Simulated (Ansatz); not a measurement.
## SiC

The computed numbers are results of PBE, scalar-relativistic (no spin polarisation) in the plane-wave PAW code Ansatz at 420 eV, Γ-centred 12×12×8 mesh, 0.05 eV Gaussian smearing. The datasets are Ansatz's generated set soft_2.

```xyz
4
Lattice="3.0919 0.0000 0.0000 -1.5460 2.6777 0.0000 0.0000 0.0000 5.0743" Properties=species:S:1:pos:R:3 pbc="T T T"
Si    0.0000    1.7851    0.0233
Si    1.5460    0.8926    2.5604
C     0.0000    1.7851    1.9304
C     1.5460    0.8926    4.4675
```

The chain of runs began from a cell as deposited in COD, expanded in volume.

The run above is the reference. The same cell was run again with other input settings; several of them aren't fit for production, so the rows show the settings' effect and aren't properties of the material.

| keys changed | outcome | ΔE (meV/atom) | P (GPa) | gap on the mesh (eV) | cell moment (μB) | largest force component (eV/Å) | SCF iterations | rough core-seconds | new warnings |
| --- | --- | --- | --- | --- | --- | --- | --- | --- | --- |
| none (reference) | converged | 0.0 | 0.0 | 2.31 | – | 0.000 | – | – | – |
| accuracy: "high"; basis.ecutwfc: 420 → "200 eV" | converged | 805.4 | 7.4 | 2.26 | – | 0.012 | 8 | 1.5 | cutoff below recommended |
| scf.occupations.method: "gaussian" → "fermi_dirac"; scf.occupations.width: 0.05 → 0.01; basis.ecutwfc: 420 → "600 eV" | converged | -1.6 | 0.0 | 2.31 | – | 0.000 | 6 | 3 | – |
| scf.eigensolver.kind: "davidson"; basis.precision: "f64"; scf.algorithm: "density_mixing" | converged | 0.0 | 0.0 | 2.31 | – | 0.000 | 6 | 2.2 | – |
| kpoints.mp_grid.grid: [12, 12, 8] → [15, 15, 10] | converged | 0.0 | 0.0 | 2.31 | – | 0.000 | 6 | 3 | – |

These changes also left energy (to 0.1 meV/atom), pressure, gap, moment and forces as in the reference: scf.occupations.width: 0.05 → null; scf.occupations.method: "gaussian" → "tetrahedron"; basis.ecutrho_ratio: 4 → 6 | kpoints.mp_grid.grid: [12, 12, 8] → [15, 15, 10] | kpoints.mp_grid.grid: [12, 12, 8] → [18, 18, 12].

ΔE is the energy with the smearing extrapolated to zero. It is left out where the change alters the Hamiltonian or the spin treatment. The varied runs start from atomic densities (corrected by the program's trained start where that serves), with the default search for lower states unless a row changes it.

(1) What happens with these changes: hamiltonian.dispersion: "d3bjatm"; basis.xc_grid: 2; kpoints.mp_grid.grid: [12, 12, 8] → [15, 15, 10]?

(2) What happens with these changes: basis.ecutrho_ratio: 4 → 6; basis.ecutwfc: 420 → "14.7 Ry"; scf.eigensolver.kind: "davidson"; basis.precision: "f64"?

Answers:

(1) outcome converged, P (GPa) -4.0, gap on the mesh (eV) 2.31, largest force component (eV/Å) 0.001, SCF iterations 6, rough core-seconds 4.

(2) outcome converged, ΔE (meV/atom) 805.0, P (GPa) 7.4, gap on the mesh (eV) 2.26, largest force component (eV/Å) 0.011, SCF iterations 8, rough core-seconds 1.1, new warnings cutoff below recommended.

The pair part of a dispersion correction pulls inward (a three-body part mostly pushes out), and in metals and ionic crystals with large ions it often overbinds.

Of the reference: Kohn–Sham gaps of semilocal functionals lie under measured ones, often by a third or more.
